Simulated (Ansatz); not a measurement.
**Tl: how the settings move a single-point run**

How sensitive is a single-point run of Tl to its settings? A reference run comes first, then one run with altered input.

Computed with Ansatz 0.2.0 (reference: DFT, PBE, PAW with Ansatz's default frozen-core files, scalar-relativistic, unless a step's input says otherwise).

**1. The starting structure**

It takes space group P6_3/mmc (No. 194, hexagonal). The conventional cell has a = 3.386 Å, b = 3.386 Å, c = 5.413 Å, α = 90.00°, β = 90.00°, γ = 120.00°. Tl (site symmetry -6m2) is surrounded by 12 Tl at 3.34 to 3.39 Å.

Coordinates:

```cif
data_structure
_symmetry_space_group_name_H-M 'P 1'
_symmetry_Int_Tables_number 1
_cell_length_a 3.3860
_cell_length_b 3.3860
_cell_length_c 5.4132
_cell_angle_alpha 90.000
_cell_angle_beta 90.000
_cell_angle_gamma 120.000
_cell_volume 53.75
loop_
_atom_site_label
_atom_site_type_symbol
_atom_site_fract_x
_atom_site_fract_y
_atom_site_fract_z
_atom_site_occupancy
Tl1 Tl 0.33333 0.66667 0.25000 1
Tl2 Tl 0.66667 0.33333 0.75000 1
```

**2. The reference run**

Contents of input.yaml:

```yaml
crystal:
  lattice:
    - [3.3860481321, 0.0, 0.0]
    - [-1.6930240661, 2.9324037009, 0.0]
    - [0.0, 0.0, 5.4131726928]
  atoms:
    - { symbol: Tl, position: [0.3333333333, 0.6666666667, 0.25] }
    - { symbol: Tl, position: [0.6666666667, 0.3333333333, 0.75] }
kpoints:
  mp_grid: { grid: [11, 11, 6] }
scf:
  occupations: { method: fermi_dirac, width: 0.05 }
hamiltonian:
  xc: pbe
  pseudopotentials: { kind: paw }
output:
  forces: true
  stress: true
  eigenvalues: true
  efg: { contact_densities: true }
```

The run is started by

```
$ ansatz run input.yaml --threads 1 --pin off --max-ram 2048MiB --backend cpu --events-out ev --progress --plain --runs-dir out
```

**3. Variant: mp_grid.shift [0.5, 0.5, 0.5]**

input.yaml: that of step 2 with these lines changed.

```diff
@@ -9,3 +9,3 @@
 kpoints:
-  mp_grid: { grid: [11, 11, 6] }
+  mp_grid: { grid: [11, 11, 6], shift: [0.5, 0.5, 0.5] }
 scf:
```

Q: Predict the outcome of this session. Wanted: for each run, ending; energy change; pressure; gap; force.

The runs gave:

```csv
run,ending,energy change,pressure (GPa),gap (eV),force (eV/Å),cycles,time
reference,converged,0,6.2,0.00,0.00,6,4.2 s
"1: mp_grid.shift [0.5, 0.5, 0.5]",converged,+8.5 meV/atom,6.3,0.00,0.01,6,5.3 s
```

Residual by cycle in the longest SCF loop of each run; runs are numbered as in the table. The quantity is the density residual dr2, in eV.

```csv
cycle,reference,run 1
1,2.4e-4,1.7e-4
2,1.2e-4,8.3e-5
3,5.0e-6,5.7e-6
4,6.1e-7,7.4e-7
5,5.6e-8,6.6e-8
6,1.8e-9,4.9e-9
```

**Reading.** Changing the k-point mesh moves the energy by +8.5 meV/atom. The energy is not variational in the mesh, so the sign tells nothing.
